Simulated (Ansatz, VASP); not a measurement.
# Re: VASP beside Ansatz

```
CELL_PARAMETERS angstrom
2.76190 0.00000 0.00000
-1.38095 2.39187 0.00000
0.00000 0.00000 3.04286
ATOMIC_POSITIONS crystal
Re 0.33333 0.66667 0.00000
Re 0.66667 0.33333 0.00000
```

Alike in both runs: task relaxation of cell and atoms; functional PBE; k mesh 6 × 6 × 6; occupations gaussian, width 0.1 eV; no spin polarisation.

|  | VASP | Ansatz |
| --- | --- | --- |
| version | VASP 6.6.1 | Ansatz 0.2.0 |
| potentials or method | VASP PAW PBE potentials, release 64 (Re) | scalar-relativistic, plane waves, PAW |
| plane-wave cutoff (eV) | 600 | 420 |
| valence electrons in the cell | 14 | 30 |

|  | VASP | Ansatz | Ansatz less VASP |
| --- | --- | --- | --- |
| gap on the k mesh at the Fermi level, each at its own relaxed structure (eV) | none | none | - |
| relaxed volume (Å³/atom) | 20.44 | 20.51 | +0.075 |
| relaxed cell length with the largest relative difference (Å) | 2.396 | 2.451 | +0.0558 |
| energy change over the relaxation (meV/atom) | -21691 | -34978 | -13287.1 |

A gap of «none» marks a metal or a gap that the smearing closes. One of these differences is far larger than is usual between the two programs; its cause wasn't traced. The two sets of potentials don't hold the same shells in valence.

Caveats: the k mesh is coarse (spacing up to 0.44 Å⁻¹), so the values aren't converged; the volume moved by over 15 % at a fixed basis, so the end points are rough (VASP). Spin-orbit coupling is left out, which matters for the levels of Re.
